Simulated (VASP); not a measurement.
**SrO in VASP: one cell, several levels of theory**

Aim: gap, levels, forces and stress of SrO in the rocksalt structure at fixed geometry. Runs: PBE, r2SCAN.

The runs shown are made with VASP 6.6.1. PAW datasets, plane waves. No spin polarisation and no zero-point or thermal motion.

### 1 The structure to begin with

The cell comes from an earlier relaxation with r2SCAN in another program.

It is cubic, Fm-3m (No. 225); conventional cell a = 5.160 Å, 17.17 Å³ an atom. Near Sr stand 6 O at 2.58 Å; near O stand 6 Sr at 2.58 Å.

The structure in full:

```cif
data_structure
_symmetry_space_group_name_H-M 'P 1'
_symmetry_Int_Tables_number 1
_cell_length_a 3.6485
_cell_length_b 3.6485
_cell_length_c 3.6485
_cell_angle_alpha 60.000
_cell_angle_beta 60.000
_cell_angle_gamma 60.000
_cell_volume 34.34
loop_
_atom_site_label
_atom_site_type_symbol
_atom_site_fract_x
_atom_site_fract_y
_atom_site_fract_z
_atom_site_occupancy
Sr1 Sr 0.00000 0.00000 0.00000 1
O1 O 0.50000 0.50000 0.50000 1
```

### 2 PBE at this geometry

Contents of INCAR:

```
ENCUT = 520.000000
SIGMA = 0.020000
EDIFF = 1.00e-07
GGA = PE
PREC = Accurate
IBRION = -1
ISIF = 2
ISMEAR = -1
NBANDS = 15
NELM = 120
NSW = 0
LASPH = .TRUE.
LCHARG = .FALSE.
LWAVE = .FALSE.
LREAL = .FALSE.
```

Contents of KPOINTS:

```
KPOINTS created by Atomic Simulation Environment
0
Gamma
8 8 8
0 0 0
```

Contents of KPOINTS_OPT:

```
special points
7
Reciprocal
0.0000000000 0.0000000000 0.0000000000 1
0.5000000000 0.0000000000 0.5000000000 1
0.6250000000 0.2500000000 0.6250000000 1
0.3750000000 0.3750000000 0.7500000000 1
0.5000000000 0.5000000000 0.5000000000 1
0.5000000000 0.2500000000 0.7500000000 1
0.0000000000 0.5000000000 0.5000000000 1
```

Contents of POSCAR:

```
Sr O
 1.0000000000000000
    -0.0000000000000000    2.5798923271472485    2.5798923271472485
     2.5798923271472485    0.0000000000000000    2.5798923271472485
     2.5798923271472485    2.5798923271472485   -0.0000000000000000
 Sr  O
   1   1
Cartesian
 -0.0000000000000000 -0.0000000000000000 -0.0000000000000000
  2.5798923271472485  2.5798923271472485  2.5798923271472485
```

The run uses the recommended PBE PAW datasets (16 valence electrons a neutral cell).

Command:

```sh
$ mpirun -np 1 vasp_std
```

### 3 r2SCAN

Contents of INCAR:

```
ENCUT = 520.000000
SIGMA = 0.010000
EDIFF = 1.00e-07
ALGO = Normal
METAGGA = R2SCAN
PREC = Accurate
IBRION = -1
ISIF = 2
ISMEAR = 0
NBANDS = 15
NELM = 120
NSW = 0
LASPH = .TRUE.
LCHARG = .FALSE.
LWAVE = .FALSE.
LREAL = .FALSE.
```

KPOINTS is that of step 2.

KPOINTS_OPT is that of step 2.

POSCAR is that of step 2.

What does the calculation give? Wanted: for each run, gap; pressure.

The runs gave:

```
 level  gap (eV)  pressure (GPa)
   PBE      3.27            2.36
r2SCAN      3.75            0.53
```

**Reading.** The gap runs from 3.27 eV (PBE) to 3.75 eV (r2SCAN). The pressure is highest with PBE (2.4 GPa) and lowest with r2SCAN (0.5 GPa), which orders the cells that they would relax to.
